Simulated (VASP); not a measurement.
# MgS (110), 5 units in VASP, part 4 of 4

How does MgS (110), 5 units behave as a surface?

VASP 6.6.1; PBE; plane waves and PAW (Mg, S).

So far, highest filled level below the vacuum, lower face (eV): step 6 (derived quantities) 4.94.

### Step 7. Slab, other settings: ALGO = "Conjugate" and ENCUT = 600

This step: PBE; plane waves and PAW (Mg, S) (VASP 6.6.1).

The run is repeated with some settings moved, to see what they change.

INCAR reads:

```
SYSTEM = MgS
PREC = Normal
ENCUT = 600
EDIFF = 1E-06
NELM = 120
ISMEAR = 0
SIGMA = 0.05
LREAL = .FALSE.
ALGO = Conjugate
GGA = PE
NBANDS = 30
LORBIT = 11
LWAVE = .FALSE.
LCHARG = .FALSE.
KPAR = 4
LASPH = .TRUE.
IDIPOL = 3
LDIPOL = .TRUE.
DIPOL = 0.5 0.5 0.5
LVHAR = .TRUE.
LVACPOTAV = .TRUE.
```

POSCAR reads:

```
MgS
1.0
    3.6769552600      0.0000000000      0.0000000000
    0.0000000000      5.2000000000      0.0000000000
    0.0000000000      0.0000000000     25.3539105243
Mg S
5 5
Direct
    0.5000000000      0.5000000000      0.3631258106
    0.0000000000      0.0000000000      0.4214746711
    0.5000000000      0.5000000000      0.5000000000
    0.0000000000      0.0000000000      0.5785253289
    0.5000000000      0.5000000000      0.6368741894
    0.5000000000      0.0000000000      0.3520506872
    0.0000000000      0.5000000000      0.4273755757
    0.5000000000      0.0000000000      0.5000000000
    0.0000000000      0.5000000000      0.5726244243
    0.5000000000      0.0000000000      0.6479493128
```

KPOINTS reads:

```
Automatic mesh
0
Gamma
8 6 1
0 0 0
```

PAW data sets: Mg and S (PBE family, release 64).

Run with:

```bash
$ mpirun -np 4 vasp_std
```

The program printed:

```text
[... set-up lines as in an earlier step ...]
 entering main loop
       N       E                     dE             d eps       ncg     rms           ort
DAV:   1     0.281212790701E+03    0.28121E+03   -0.15438E+04   600   0.115E+03
DAV:   2     0.653092263970E+01   -0.27468E+03   -0.26442E+03   600   0.181E+02
DAV:   3    -0.416104375632E+02   -0.48141E+02   -0.47824E+02   600   0.790E+01
DAV:   4    -0.435544902112E+02   -0.19441E+01   -0.19408E+01   600   0.200E+01
DAV:   5    -0.436066279123E+02   -0.52138E-01   -0.52128E-01   600   0.327E+00
SDA:   6    -0.365927976434E+02    0.70138E+01   -0.52128E-01   600   0.150E+02   0.000E+00
 gam= 0.000 g(H,U,f)=  0.128E+02 0.222E+01 0.110E-13 ort(H,U,f) = 0.000E+00 0.000E+00 0.000E+00
 gam= 0.000 trial= 0.400  step=  0.4393 mean=  0.4000
CGA:   7    -0.398761001987E+02   -0.32833E+01   -0.32964E+01   600   0.935E+00  -0.358E+00
 gam= 0.062 g(H,U,f)=  0.720E+00 0.216E+00 0.929E-12 ort(H,U,f) =-0.103E+01 0.674E+00 0.408E-11
 gam= 0.062 trial= 0.404  step=  0.6153 mean=  0.4039
[...]
CGA:  13    -0.402810224044E+02   -0.14049E-03   -0.14076E-03   600   0.886E-04  -0.318E-05
 gam= 0.211 g(H,U,f)=  0.747E-04 0.139E-04 0.112E-15 ort(H,U,f) =-0.217E-04 0.185E-04 0.192E-15
 gam= 0.211 trial= 0.525  step=  0.7156 mean=  0.5247
CGA:  14    -0.402810538635E+02   -0.31459E-04   -0.31448E-04   600   0.217E-04   0.128E-06
 gam= 0.245 g(H,U,f)=  0.194E-04 0.228E-05 0.131E-14 ort(H,U,f) =-0.724E-06 0.853E-06 0.562E-14
 gam= 0.245 trial= 0.544  step=  0.6245 mean=  0.5438
CGA:  15    -0.402810607182E+02   -0.68547E-05   -0.67875E-05   600   0.511E-05   0.167E-05
 gam= 0.235 g(H,U,f)=  0.465E-05 0.452E-06 0.791E-19 ort(H,U,f) = 0.114E-05 0.529E-06-0.482E-18
 gam= 0.235 trial= 0.552  step=  0.6407 mean=  0.5519
CGA:  16    -0.402810624916E+02   -0.17734E-05   -0.17618E-05   600   0.125E-05   0.262E-06
 gam= 0.245 g(H,U,f)=  0.106E-05 0.188E-06 0.365E-20 ort(H,U,f) = 0.294E-06-0.322E-07 0.518E-19
 gam= 0.245 trial= 0.561  step=  0.7534 mean=  0.5607
CGA:  17    -0.402810629859E+02   -0.49432E-06   -0.49551E-06   600   0.322E-06  -0.116E-07
 gam= 0.257 g(H,U,f)=  0.312E-06 0.104E-07 0.139E-19 ort(H,U,f) = 0.102E-07-0.218E-07-0.759E-19
 gam= 0.257 trial= 0.580  step=  0.7517 mean=  0.5800
 final diagonalization occupied
 [... a notice as in an earlier step ...]

   1 F= -.40281063E+02 E0= -.40281063E+02  d E =-.146870E-14
```

It took 36 s on 4 MPI ranks of Intel Xeon 6975P-C (Granite Rapids), shared host; peak memory 3.2 GiB.

OUTCAR, selected parts (step 7):

```text
  Total        4.5944096     -7.6543861     -0.0326064      0.0000000      0.0000000      0.0000000
  in kB       15.1846103    -25.2978904     -0.1077648      0.0000000      0.0000000      0.0000000
  external PRESSURE =      -3.4070150 kB  Pullay stress =       0.0000000 kB

 POSITION                                       TOTAL-FORCE (eV/Angst)
 -----------------------------------------------------------------------------------
      1.83848      2.60000      9.20666         0.000000      0.000000      0.010999
      0.00000      0.00000     10.68603         0.000000      0.000000      0.008989
      1.83848      2.60000     12.67696         0.000000      0.000000      0.000000
      0.00000      0.00000     14.66788         0.000000      0.000000     -0.008989
      1.83848      2.60000     16.14725         0.000000      0.000000     -0.010999
      1.83848      0.00000      8.92586        -0.000000      0.000000     -0.011457
      0.00000      2.60000     10.83564         0.000000     -0.000000     -0.000651
      1.83848      0.00000     12.67696         0.000000      0.000000      0.000000
      0.00000      2.60000     14.51827         0.000000     -0.000000      0.000651
      1.83848      0.00000     16.42805         0.000000      0.000000      0.011457
 -----------------------------------------------------------------------------------
    total drift:                               -0.000000      0.000000      0.000000

  FREE ENERGIE OF THE ION-ELECTRON SYSTEM (eV)
  ---------------------------------------------------
  free  energy   TOTEN  =       -40.2810629859 eV

  energy  without entropy=      -40.2810629859  energy(sigma->0) =      -40.28106299

[... 1 part as in an earlier step ...]

[... 2 further parts left out ...]
[key lines of the parts left out:]
E-fermi :  -1.3039
```

ALGO acts on the way to self-consistency or on speed; a fully converged result doesn't depend on them, though slow mixing can meet EDIFF with the stress still off.

Numbers from this step:

- electronic cycles: 17
- free energy (TOTEN): -40.28 eV
- Fermi energy: -1.304 eV
- dipole moment: 0, 0, 0 e·Å
- vacuum levels: 3.386, 3.386 eV
- gap on the k-mesh: 1.413 eV
- least direct gap on the k-mesh: 1.413 eV

Settings moved on purpose: ALGO = Conjugate and ENCUT = 600.

Against the run that it repeats, NBANDS also differs.

The two runs compared:

| quantity | this run | the run it repeats | difference |
| --- | --- | --- | --- |
| energy at zero smearing (eV) | -40.281 | -40.269 | -0.0119 |
| free energy (TOTEN) (eV) | -40.281 | -40.269 | -0.0119 |
| Fermi energy (eV) | -1.3039 | -1.3532 | 0.0493 |
| gap on the k-mesh (eV) | 1.4133 | 1.413 | 3.0e-4 |
| electronic cycles | 17 | 24 | -7 |

The total energy moves by -1.2 meV an atom.

### Step 8. Cost and result by level

Times are for 4 MPI ranks of Intel Xeon 6975P-C (Granite Rapids), shared host. Results by setting:

```csv
no.,run,electronic cycles,bands,cutoff used less the lowest (eV),VBM (eV),CBM (eV),time,memory (GiB)
1,work function of the clean slab,24,44,0,-1.562,-0.1486,23 s,0.67
2,field series,23,30,0,-1.504,-0.158,16 s,1.0
3,field series,23,30,0,-1.504,-0.1581,16 s,1.0
4,"slab, other settings",17,30,300,-1.562,-0.1492,36 s,3.2
```

### Step 9. What came out

- ionisation potential of the slab: 4.94 eV
- polarisability per area of the slab or monolayer: 0.678 Å

The ionisation potential is 4.94 eV at both faces. The atom that ends on top (S) moved outwards by 0.07 Å, counted from the mean of all atoms. Semilocal band edges put the ionisation potential too low and the gap too small. The cell in the plane was kept as given and was not relaxed here. The slab has a gap, so the level below the vacuum is counted from the highest filled level.

[Lines on the potential files, build, host, timing and source positions are cut from VASP's logs without a mark.]

[Logs are printed without paths, hosts, clocks, repeated set-up lines and the standing remarks that a program may print on its own settings, such as how far it seeks lower states.]

[Hosts, paths, dates, database ids (printed as entryN), source tags and the programs' standing remarks are cut or masked in the printed files.]

[In band tables of VASP the shares of atoms and orbitals are scaled to a sum of 1 inside the atoms' spheres.]

[Runs that stopped without an error message from VASP are left out.]
